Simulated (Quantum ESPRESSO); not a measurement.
PbS:

```
Pb S
1.0
     2.07995   -5.99130    0.00000
     2.07995    5.99130    0.00000
     0.00000    0.00000    4.27932
Pb S
2 2
Direct
  0.13056 0.86944 0.25000
  0.86944 0.13056 0.75000
  0.35480 0.64520 0.25000
  0.64520 0.35480 0.75000
```

Measurements of this composition are mostly on another form, of space group No. 225.

Base run:

| Property | Result |
| --- | --- |
| Program | Quantum ESPRESSO 7.5 |
| Functional | LDA |
| Potentials or basis | GBRV 1.5 LDA |
| Cutoff | 612 eV |
| Density cutoff | 4898 eV |
| k mesh | 4 × 4 × 4, shifted |
| Occupations | fermi-dirac, width 0.05 eV |
| Spin | no spin polarisation |

Its results: pressure -3.6 GPa; largest force 0.115 eV/Å; electronic dielectric tensor (diagonal) 15.15, 10.22, 21.16.

Task: The run is repeated on the same cell with these changes: functional from LDA to WC; potentials or basis from GBRV 1.5 LDA to GBRV 1.5 PBE. What comes out?

Result: Pressure -1.9 GPa; largest force 0.072 eV/Å; electronic dielectric tensor (diagonal) 14.75, 10.14, 20.55.

Caveats: the cell is more than 3 GPa from zero pressure, which shifts response properties (some runs); the potentials were made for another functional, which shifts forces and pressure (some runs).
